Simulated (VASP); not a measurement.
## Al16N15 (a cell with a defect): single point with PBEsol

Al16N15 (a cell with a defect):

```
Al N
1.0
     6.22000    0.00000    0.00000
    -3.11000    5.38668    0.00000
     0.00000    0.00000    9.96000
Al N
16 15
Direct
  0.33244 0.16702 0.99021
  0.33273 0.16768 0.50188
  0.33454 0.66820 0.99917
  0.33402 0.66851 0.50092
  0.83147 0.16495 0.99918
  0.83227 0.16664 0.50098
  0.83129 0.66819 0.99919
  0.83207 0.66831 0.50096
  0.16271 0.33735 0.25136
  0.16583 0.33441 0.74956
  0.16286 0.82853 0.25129
  0.16534 0.83286 0.74965
  0.67208 0.33754 0.25147
  0.66678 0.33408 0.74974
  0.66576 0.83443 0.25217
  0.66617 0.83404 0.74951
  0.33260 0.16705 0.69267
  0.33393 0.66844 0.19045
  0.33213 0.66709 0.69145
  0.83158 0.16613 0.19049
  0.83330 0.16803 0.69148
  0.83174 0.66856 0.19046
  0.83277 0.66669 0.69149
  0.16695 0.33374 0.43985
  0.16574 0.33401 0.94309
  0.16676 0.83596 0.43984
  0.16544 0.83331 0.94310
  0.66457 0.33364 0.43995
  0.66621 0.33385 0.94321
  0.66607 0.83452 0.44150
  0.66575 0.83382 0.94066
```

| Item | Value |
| --- | --- |
| Program | VASP 6.6.1 |
| Task | single point |
| Functional | PBEsol |
| Potentials or basis | VASP PAW PBE potentials, release 64 (Al, N) |
| Cutoff | 450 eV |
| k mesh | 3 × 3 × 2 |
| Occupations | gaussian, width 0.03 eV |
| Spin | collinear spin, zero start |
| Starting moments | [0.0, 0.0, 0.0, 0.0, 0.0, 0.0, 0.0, 0.0, 0.0, 0.0, 0.0, 0.0, 0.0, 0.0, 0.0, 0.0, 0.0, 0.0, 0.0, 0.0, 0.0, 0.0, 0.0, 0.0, 0.0, 0.0, 0.0, 0.0, 0.0, 0.0, 0.0] μB |
| Dq | 1 |
| Further INCAR settings | LREAL = Auto; ALGO = Normal; EDIFF = 1e-05; ISYM = 0; NELECT = 122.0 |

The largest force is 0.018 eV/Å, the band gap on the k mesh is 2.92 eV, indirect (least direct gap 2.99 eV) and the net moment is 0.00 μB per cell. The valence electrons inside the program's atomic spheres are Al 0.80, 0.81, 0.78; N 3.83, 3.82, 3.84.

Forces in eV/Å, atoms in the order of the input:
```
Al  -0.002  0.005 -0.005
Al   0.002 -0.002 -0.002
Al   0.001  0.005  0.006
Al  -0.004 -0.013 -0.005
Al   0.000  0.007  0.011
Al   0.002 -0.005 -0.006
Al  -0.002 -0.001  0.007
Al  -0.001 -0.001 -0.006
Al   0.000  0.005 -0.002
Al  -0.004  0.007  0.014
Al   0.007 -0.009 -0.004
Al   0.008  0.006  0.003
Al   0.002  0.001 -0.016
Al  -0.002  0.004 -0.004
Al   0.007 -0.009 -0.014
Al  -0.008 -0.009  0.012
N    0.001  0.010  0.015
N    0.008 -0.002  0.003
N    0.000 -0.002 -0.003
N    0.015 -0.001 -0.002
N   -0.015 -0.003 -0.003
N   -0.005 -0.007  0.008
N    0.000  0.008 -0.005
N   -0.006 -0.001  0.007
N   -0.007  0.001  0.000
N   -0.001 -0.006  0.004
N    0.005  0.002 -0.004
N   -0.001  0.001  0.002
N   -0.007  0.010 -0.012
N    0.006 -0.003  0.005
N    0.002  0.001 -0.005
```

Levels at points of the mesh, in eV from the valence-band top:
Spin up:
| k point | band 57 | band 58 | band 59 | band 60 | band 61 | band 62 | band 63 | band 64 | band 65 | band 66 |
| --- | --- | --- | --- | --- | --- | --- | --- | --- | --- | --- |
| (0.00, 0.00, 0.00) | -1.16 | -1.11 | -0.85 | -0.83 | -0.83 | 3.18 | 3.82 | 4.10 | 4.11 | 4.64 |
| (0.00, 0.00, 0.50) | -1.10 | -1.10 | -0.85 | -0.85 | -0.75 | 2.93 | 4.30 | 4.33 | 4.33 | 4.44 |
Spin down:
| k point | band 58 | band 59 | band 60 | band 61 | band 62 | band 63 | band 64 | band 65 |
| --- | --- | --- | --- | --- | --- | --- | --- | --- |
| (0.00, 0.00, 0.00) | -1.11 | -0.85 | -0.83 | -0.83 | 3.18 | 3.82 | 4.10 | 4.11 |
| (0.00, 0.00, 0.50) | -1.10 | -0.85 | -0.85 | -0.75 | 2.93 | 4.30 | 4.33 | 4.33 |

Wall time 3.4 min on 4 MPI ranks on Intel(R) Xeon(R) 6975P-C (Granite Rapids) (shared host), peak memory 0.64 GiB a rank.

Caveat: the cell is charged against a uniform background, so pressure and absolute levels hang on convention; the PAW data sets were made with another functional, which shifts forces and pressure a little. Expect the measured gap to be larger: semilocal functionals such as PBEsol lack the derivative discontinuity.
